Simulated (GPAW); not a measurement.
Runs of GPAW 26.7.0 on Rh. It takes space group Fm-3m (No. 225, cubic). Conventional cell: a = 3.796 Å, b = 3.796 Å, c = 3.796 Å, α = 90.00°, β = 90.00°, γ = 90.00°. Rh (site symmetry m-3m) has 12 Rh at 2.68 Å as nearest neighbours. 

```csv
task,level,potentials or basis,cell,k mesh,cutoff (eV),maxiter,optimizer,fmax,max steps,convergence,gap on the mesh (eV),pressure (GPa),relaxed volume (Å³/atom)
relaxation of cell and atoms,PBEsol+D4,"PAW data sets generated in the run's folder for this functional, pw",relaxed,12 × 12 × 12,600,150,BFGS,0.02 eV/Å,60,density=1e-05 forces=0.0001,none,0.0,(a)
relaxation of cell and atoms,PBEsol+D3(BJ),"PAW data sets generated in the run's folder for this functional, pw",relaxed,12 × 12 × 12,600,150,BFGS,0.02 eV/Å,60,density=1e-05 forces=0.0001,none,0.0,13.27
relaxation of cell and atoms,PBEsol,"PAW data sets generated in the run's folder for this functional, pw",relaxed to 10 GPa,12 × 12 × 12,600,150,BFGS,0.02 eV/Å,60,density=1e-05 forces=0.0001,none,9.9,-
relaxation of cell and atoms,PBEsol,"PAW data sets generated in the run's folder for this functional, pw",relaxed,12 × 12 × 12,600,150,BFGS,0.02 eV/Å,60,density=1e-05 forces=0.0001,none,0.1,13.60
single point,r2SCAN,"GPAW PAW data sets (gpaw-data 1.2.1), pw",volume scaled by 0.96,10 × 10 × 10,450,120,-,-,-,default,none,18.3,-
relaxation of cell and atoms,PBEsol,"PAW data sets generated in the run's folder for this functional, pw",relaxed to 30 GPa,12 × 12 × 12,600,150,BFGS,0.02 eV/Å,60,density=1e-05 forces=0.0001,none,30.0,-
relaxation of cell and atoms,PBEsol+D3(BJ)+ATM,"PAW data sets generated in the run's folder for this functional, pw",relaxed,12 × 12 × 12,600,150,BFGS,0.02 eV/Å,60,density=1e-05 forces=0.0001,none,0.0,(b)
relaxation of cell and atoms,PBEsol+D3,"PAW data sets generated in the run's folder for this functional, pw",relaxed,12 × 12 × 12,600,150,BFGS,0.02 eV/Å,60,density=1e-05 forces=0.0001,none,0.0,13.29
```

Alike in all rows: no spin polarisation; smearing fermi-dirac 0.05 eV.

Question: Estimate the missing entries.

Answer: (a) 13.37; (b) 13.36.

Caveats: later steps reuse the first step's grids (some runs); pairwise dispersion overbinds metals, which lowers pressure and volume (some runs); the cutoff is short for stress and forces, so pressures can be off by a GPa or more (some runs); the PAW data sets were made with another functional, which shifts forces and pressure a little (some runs).

A k mesh can miss the band edges, and the runs leave out spin-orbit coupling on Rh.

A gap of «none» marks a metal or a gap under the smearing width.
